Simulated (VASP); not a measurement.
# COH2 in VASP: settings compared

The runs below take COH2 through single point, with PBE, RPBE, RPBE+D3(BJ), r2SCAN+rVV10.

Everything below comes from runs of VASP 6.6.1. Logs are shortened: lines on timing, memory, paths and dates and some standing lists are left out, and cuts for length are marked.

### 1 The molecule as given

The cell holds a molecule in a box, 4 atoms: a = 12.495 Å, b = 12.995 Å, c = 13.495 Å, α = 90.00°, β = 90.00°, γ = 90.00°.

### 2 Single point, PBE

INCAR

```
SYSTEM = H2CO
ALGO     = Normal         ! electronic algorithm
EDIFF    = 1E-6           ! SCF threshold, eV
ENCUT    = 400            ! plane-wave cutoff, eV
GGA      = PE             ! functional
ISIF     = 2              ! what is computed and relaxed
ISMEAR   = 0              ! smearing method
ISYM     = 0            
LASPH    = .TRUE.         ! aspherical terms in the spheres
LCHARG   = .FALSE.        ! write CHGCAR
LREAL    = .FALSE.        ! projectors in reciprocal space
LWAVE    = .FALSE.        ! write WAVECAR
NBANDS   = 14             ! bands
NELM     = 60             ! most SCF steps
PREC     = Accurate       ! precision mode
SIGMA    = 0.01           ! smearing width, eV
```

KPOINTS

```
k-points
0
G
  1 1 1
  0 0 0
```

POSCAR

```
H2CO                                    
1.0
   12.4947659882      0.0000000000      0.0000000000
    0.0000000000     12.9947659882      0.0000000000
    0.0000000000      0.0000000000     13.4947659882
  C               O               H             
     1     1     2
Selective dynamics
Direct
     0.5000190503999988    0.5037871195999983    0.5000098304999980   F   F   F
     0.5280864508128332    0.4155174426898387    0.5141190513277946   T   T   T
     0.5509651736980902    0.5707087617741232    0.5219035328818260   T   T   T
     0.4217421548186554    0.5227948316594434    0.4643863205640079   T   T   T
```

Potentials or basis: VASP PAW PBE potentials, release 64 (C, O, H).

Command:

```console
$ cat potpaw_PBE.64/C/POTCAR potpaw_PBE.64/O/POTCAR potpaw_PBE.64/H/POTCAR > POTCAR
$ mpirun -np 1 vasp_gam > vasp.out
```

OUTCAR:

```text
SYSTEM = H2CO
   EDIFF = 1E-6
   ENCUT = 400
   GGA = PE
   ISIF = 2
   ISMEAR = 0
   ISYM = 0
   LASPH = .TRUE.
   LREAL = .FALSE.
   NELM = 60
   PREC = Accurate

 ion  position               nearest neighbor table
   1  0.500  0.504  0.500-   4 1.12   3 1.12   2 1.21
   2  0.528  0.416  0.514-   1 1.21
   3  0.551  0.571  0.522-   1 1.12
   4  0.422  0.523  0.464-   1 1.12

IMPORTANT INFORMATION: All symmetrisations will be switched off!
NOSYMM: (Re-)initialisation of all symmetry stuff for point group C_1.

----------------------------------------------------------------------------------------

                                     Primitive cell

  volume of cell :    2191.0987

  direct lattice vectors                    reciprocal lattice vectors
    12.494765988  0.000000000  0.000000000     0.080033512  0.000000000  0.000000000
     0.000000000 12.994765988  0.000000000     0.000000000  0.076954060  0.000000000
     0.000000000  0.000000000 13.494765988     0.000000000  0.000000000  0.074102804

  length of vectors
    12.494765988 12.994765988 13.494765988     0.080033512  0.076954060  0.074102804

  position of ions in fractional coordinates (direct lattice)
     0.500019050  0.503787120  0.500009830
     0.528086451  0.415517443  0.514119051
     0.550965174  0.570708762  0.521903533
     0.421742155  0.522794832  0.464386321

  ion indices of the primitive-cell ions
   primitive index   ion index
                 1           1
                 2           2
                 3           3
                 4           4

----------------------------------------------------------------------------------------

 KPOINTS: k-points

Automatic generation of k-mesh.
 Grid dimensions read from file:
 generate k-points for:    1    1    1

 Generating k-lattice:

  Cartesian coordinates                     Fractional coordinates (reciprocal lattice)
     0.080033512  0.000000000  0.000000000     1.000000000  0.000000000  0.000000000
     0.000000000  0.076954060  0.000000000     0.000000000  1.000000000  0.000000000
     0.000000000  0.000000000  0.074102804     0.000000000  0.000000000  1.000000000

  Length of vectors
     0.080033512  0.076954060  0.074102804

  Shift w.r.t. Gamma in fractional coordinates (k-lattice)
     0.000000000  0.000000000  0.000000000

 Subroutine IBZKPT returns following result:
 ===========================================

 Found      1 irreducible k-points:

 Following reciprocal coordinates:
            Coordinates               Weight
  0.000000  0.000000  0.000000      1.000000
   k-points           NKPTS =      1   k-points in BZ     NKDIM =      1   number of bands    NBANDS=     14
   number of dos      NEDOS =    301   number of ions     NIONS =      4
   total plane-waves  NPLWV = 680400
   dimension x,y,z NGX =    84 NGY =   90 NGZ =   90
   dimension x,y,z NGXF=   168 NGYF=  180 NGZF=  180
   ions per type =               1   1   2
   NGX,Y,Z   is equivalent  to a cutoff of  11.18, 11.51, 11.09 a.u.
   NGXF,Y,Z  is equivalent  to a cutoff of  22.35, 23.03, 22.17 a.u.
 SYSTEM =  H2CO
   PREC   = accura    normal or accurate (medium, high low for compatibility)
   ISTART =      0    job   : 0-new  1-cont  2-samecut
   ICHARG =      2    charge: 1-file 2-atom 10-const
   ISPIN  =      1    spin polarized calculation?
   LNONCOLLINEAR =      F non collinear calculations
   LSORBIT =      F    spin-orbit coupling
   LASPH  =      T    aspherical Exc in radial PAW
   ENCUT  =  400.0 eV  29.40 Ry    5.42 a.u.  20.38 21.19 22.01*2*pi/ulx,y,z
   NELM   =     60;   NELMIN=  2; NELMDL= -5     # of ELM steps
   EDIFF  = 0.1E-05   stopping-criterion for ELM
   LREAL  =      F    real-space projection
   EDIFFG = 0.1E-04   stopping-criterion for IOM
   NSW    =      0    number of steps for IOM
   IBRION =     -1    ionic relax: 0-MD 1-quasi-New 2-CG
   NFREE  =      0    steps in history (QN), initial steepest desc. (CG)
   ISIF   =      2    stress and relaxation
   ISYM   =      0    0-nonsym 1-usesym 2-fastsym
   POTIM  = 0.5000    time-step for ionic-motion
   TEBEG  =    0.0;   TEEND  =   0.0 temperature during run
   PSTRESS=    0.0 pullay stress
   NELECT =      12.0000    total number of electrons
   NUPDOWN=      -1.0000    fix difference up-down
   EMIN   =  10.00;   EMAX   =-10.00  energy-range for DOS
   EFERMI =   0.00;   METHOD = LEGACY
   ISMEAR =     0;   SIGMA  =   0.01  broadening in eV -4-tet -1-fermi 0-gaus
   EFERMI_NEDOS =   21; number of points for ismear=-14 and -15
   IALGO  =     38    algorithm
   IMIX   =      4    mixing-type and parameters
     AMIX     =   0.40;   BMIX     =  1.00
     AMIX_MAG =   1.60;   BMIX_MAG =  1.00
  volume/ion in A,a.u.               =     547.77      3696.57
  Fermi-wavevector in a.u.,A,eV,Ry     =   0.288568  0.545314  1.132976  0.083271
  Thomas-Fermi vector in A             =   1.145455
   LORBIT       =      0    0 simple, 1 ext, 2 COOP (PROOUT), +10 PAW based schemes
   GGA     = PE    functional components
   LHFCALC =     F    Hartree Fock is set to
   AEXX    =    0.0000 exact exchange contribution
   IVDW    =     0    specifies the selected vdW correction
   LEPSILON=     F    determine dielectric tensor
   LRPA    =     F    only Hartree local field effects (RPA)
 non-spin polarized calculation
 Gauss-broadening in eV      SIGMA  =   0.01
  energy-cutoff  :      400.00
  volume of cell :     2191.10
 maximum number of plane-waves:     19892
 NGX is ok and might be reduce to    84
   NGX = 41   NGY = 43   NGZ = 45

 number of electron      12.0000007 magnetization

 Free energy of the ion-electron system (eV)
  ---------------------------------------------------
  ext. energy  EPLUGINS =         0.00000000
  ---------------------------------------------------
  free energy    TOTEN  =       -22.15622644 eV

  energy without entropy =      -22.15622644  energy(sigma->0) =      -22.15622644

 E-fermi :  -6.0882     XC(G=0):  -0.3719

 val. band max:       -6.2007438301   @ k =   0.0000   0.0000   0.0000
 cond. band min:      -2.6763825982   @ k =   0.0000   0.0000   0.0000
 fundamental gap:      3.5243612319
 Fermi energy:        -6.0882223407

 k-point     1 :       0.0000    0.0000    0.0000
  band No.  band energies     occupation
      1     -26.6079      2.00000
      2     -15.6441      2.00000
      3     -12.0441      2.00000
      4     -10.8574      2.00000
      5      -9.9811      2.00000
      6      -6.2007      2.00000
      7      -2.6764      0.00000
      8      -0.4472      0.00000
      9       0.3024      0.00000
     10       0.4732      0.00000
     11       0.5692      0.00000
     12       0.6725      0.00000
     13       0.8158      0.00000
     14       0.8769      0.00000

------------------------ aborting loop because EDIFF is reached ----------------------------------------

  FORCE on cell =-STRESS in cart. coord.  units (eV):
  Direction    XX          YY          ZZ          XY          YZ          ZX
  --------------------------------------------------------------------------------------
  -------------------------------------------------------------------------------------
  Total       -0.9741888     -0.8034832     -0.9097532     -0.0726905     -0.0363004     -0.0432921
  in kB       -0.7123473     -0.5875238     -0.6652306     -0.0531528     -0.0265436     -0.0316561
  external PRESSURE =      -0.6550339 kB  Pullay stress =       0.0000000 kB

 VOLUME and BASIS-vectors are now :
 -----------------------------------------------------------------------------
  energy-cutoff  :      400.00
  volume of cell :     2191.10
      direct lattice vectors                 reciprocal lattice vectors
    12.494765988  0.000000000  0.000000000     0.080033512  0.000000000  0.000000000
     0.000000000 12.994765988  0.000000000     0.000000000  0.076954060  0.000000000
     0.000000000  0.000000000 13.494765988     0.000000000  0.000000000  0.074102804

 POSITION                                       TOTAL-FORCE (eV/Angst)
 -----------------------------------------------------------------------------------
      6.24762      6.54660      6.74752        -0.004296      0.014545     -0.002691
      6.59832      5.39955      6.93792         0.004133     -0.016389      0.003638
      6.88418      7.41623      7.04297         0.009819      0.004278      0.004261
      5.26957      6.79360      6.26678        -0.009656     -0.002434     -0.005209
 -----------------------------------------------------------------------------------
    total drift:                               -0.001057      0.000015     -0.000178

  FREE ENERGIE OF THE ION-ELECTRON SYSTEM (eV)
  ---------------------------------------------------
  free  energy   TOTEN  =       -22.1562264374 eV

  energy  without entropy=      -22.1562264374  energy(sigma->0) =      -22.15622644
```

It took 59 s on 1 thread of Intel Xeon 6975P-C (Granite Rapids), shared host; peak memory 1.2 GiB.

Results:

```yaml
Free_energy: -22.1562 eV
Largest_force: 0.017 eV/Å
Gap_between_the_frontier_levels: 3.52 eV
```

Forces on the atoms (eV/Å):
```
C   -0.004  0.015 -0.003
O    0.004 -0.016  0.004
H    0.010  0.004  0.004
H   -0.010 -0.002 -0.005
```

Caveat: the cutoff is under 1.25 times the usual one of these potentials, so pressure, stress and relaxed cells hold a basis-set (Pulay) error; the standard files for N, O and F lose accuracy on very short bonds.

### 3 Single point, RPBE

INCAR: that of step 2 with these lines changed.

```diff
@@ -4,3 +4,3 @@
 ENCUT    = 400            ! plane-wave cutoff, eV
-GGA      = PE             ! functional
+GGA      = RP             ! functional
 ISIF     = 2              ! what is computed and relaxed
```

KPOINTS is that of step 2.

POSCAR is that of step 2.

Potentials or basis: VASP PAW PBE potentials, release 64 (C, O, H).

Command:

```console
$ cat potpaw_PBE.64/C/POTCAR potpaw_PBE.64/O/POTCAR potpaw_PBE.64/H/POTCAR > POTCAR
$ mpirun -np 1 vasp_gam > vasp.out
```

Run time: 59 s. Hardware: 1 thread of Intel Xeon 6975P-C (Granite Rapids), shared host; peak memory 1.2 GiB.

Results (log left out):

```
Free energy                     : -21.8475 eV
Largest force                   : 0.388 eV/Å
Gap between the frontier levels : 3.58 eV
```

Forces in eV/Å, atoms in the order of the input:
```
C   -0.091  0.297 -0.050
O    0.111 -0.367  0.062
H    0.020  0.046  0.008
H   -0.041  0.024 -0.021
```

Levels at points of the mesh, in eV from the valence-band top:
| k point | band 3 | band 4 | band 5 | band 6 | band 7 | band 8 | band 9 | band 10 |
| --- | --- | --- | --- | --- | --- | --- | --- | --- |
| (0.00, 0.00, 0.00) | -5.84 | -4.64 | -3.73 | 0.00 | 3.58 | 5.66 | 6.44 | 6.59 |

Caveat: the cutoff is under 1.25 times the usual one of these potentials, so pressure, stress and relaxed cells hold a basis-set (Pulay) error; the standard files for N, O and F lose accuracy on very short bonds; the PAW data sets were made with another functional, which shifts forces and pressure a little.

### 4 Single point, RPBE+D3(BJ)

INCAR: that of step 3 with these lines changed.

```diff
@@ -8,2 +8,3 @@
 ISYM     = 0            
+IVDW     = 12             ! dispersion correction
 LASPH    = .TRUE.         ! aspherical terms in the spheres
```

KPOINTS is that of step 3.

POSCAR is that of step 3.

Command:

```console
$ cat potpaw_PBE.64/C/POTCAR potpaw_PBE.64/O/POTCAR potpaw_PBE.64/H/POTCAR > POTCAR
$ mpirun -np 1 vasp_gam > vasp.out
```

Run time: 56 s. Hardware: 1 thread of Intel Xeon 6975P-C (Granite Rapids), shared host; peak memory 1.2 GiB.

The run converged. Its results:

| Item | Value |
| --- | --- |
| Free energy | -22.0252 eV |
| Largest force | 0.364 eV/Å |
| Gap between the frontier levels | 3.58 eV |
| Dispersion energy per atom | -0.044 eV |

Forces in eV/Å, atoms in the order of the input:
```
C   -0.090  0.294 -0.049
O    0.104 -0.344  0.058
H    0.014  0.033  0.006
H   -0.029  0.017 -0.015
```

Levels at points of the mesh, in eV from the valence-band top:
```
           k point  band 4  band 5  band 6  band 7  band 8  band 9
(0.00, 0.00, 0.00)   -4.64   -3.73    0.00    3.58    5.66    6.44
```

Caveat: the cutoff is under 1.25 times the usual one of these potentials, so pressure, stress and relaxed cells hold a basis-set (Pulay) error; the standard files for N, O and F lose accuracy on very short bonds; the PAW data sets were made with another functional, which shifts forces and pressure a little.

### 5 Single point, r2SCAN+rVV10

INCAR

```
SYSTEM = H2CO
ALGO     = Normal         ! electronic algorithm
BPARAM   = 11.95        
CPARAM   = 0.0093       
EDIFF    = 1E-6           ! SCF threshold, eV
ENCUT    = 400            ! plane-wave cutoff, eV
ISIF     = 2              ! what is computed and relaxed
ISMEAR   = 0              ! smearing method
ISYM     = 0            
IVDW_NL  = 2            
LASPH    = .TRUE.         ! aspherical terms in the spheres
LCHARG   = .FALSE.        ! write CHGCAR
LMIXTAU  = .TRUE.       
LREAL    = .FALSE.        ! projectors in reciprocal space
LUSE_VDW = .TRUE.       
LWAVE    = .FALSE.        ! write WAVECAR
METAGGA  = R2SCAN         ! meta-GGA
NBANDS   = 14             ! bands
NELM     = 60             ! most SCF steps
PREC     = Accurate       ! precision mode
SIGMA    = 0.01           ! smearing width, eV
```

KPOINTS is that of step 4.

POSCAR is that of step 4.

Command:

```console
$ cat potpaw_PBE.64/C/POTCAR potpaw_PBE.64/O/POTCAR potpaw_PBE.64/H/POTCAR > POTCAR
$ mpirun -np 1 vasp_gam > vasp.out
```

Run time: 27 min. Hardware: 1 thread of Intel Xeon 6975P-C (Granite Rapids), shared host; peak memory 3.8 GiB.

Results (log left out):

```yaml
Free_energy: -23.3689 eV
Largest_force: 0.661 eV/Å
Gap_between_the_frontier_levels: 4.13 eV
```

Forces in eV/Å, atoms in the order of the input:
```
C    0.106 -0.353  0.057
O   -0.188  0.625 -0.101
H   -0.110 -0.195 -0.051
H    0.191 -0.078  0.094
```

Levels at points of the mesh, in eV from the valence-band top:
| k point | band 4 | band 5 | band 6 | band 7 | band 8 | band 9 |
| --- | --- | --- | --- | --- | --- | --- |
| (0.00, 0.00, 0.00) | -4.81 | -3.72 | 0.00 | 4.13 | 6.47 | 7.17 |

Caveat: the cutoff is under 1.25 times the usual one of these potentials, so pressure, stress and relaxed cells hold a basis-set (Pulay) error; the standard files for N, O and F lose accuracy on very short bonds; the PAW data sets were made with another functional, which shifts forces and pressure a little.

### 6 Summary

```tsv
level	gap on the mesh (eV)	largest force (eV/Å)
PBE	3.52	0.02
RPBE	3.58	0.39
RPBE+D3(BJ)	3.58	0.36
r2SCAN+rVV10	4.13	0.66
```

Alike in all rows: task single point; potentials or basis VASP PAW PBE potentials, release 64 (C, O, H); no spin polarisation; cell as given; k mesh 1 × 1 × 1; cutoff (eV) 400; smearing gaussian 0.01 eV.

On the cell as given the gap runs from 3.52 eV (PBE) to 4.13 eV (r2SCAN+rVV10).

Caveats: the cutoff is under 1.25 times the usual one of these potentials, so pressure, stress and relaxed cells hold a basis-set (Pulay) error; the standard files for N, O and F lose accuracy on very short bonds; the PAW data sets were made with another functional, which shifts forces and pressure a little (some runs).

Absolute energies hang on the potentials; compare differences alone.
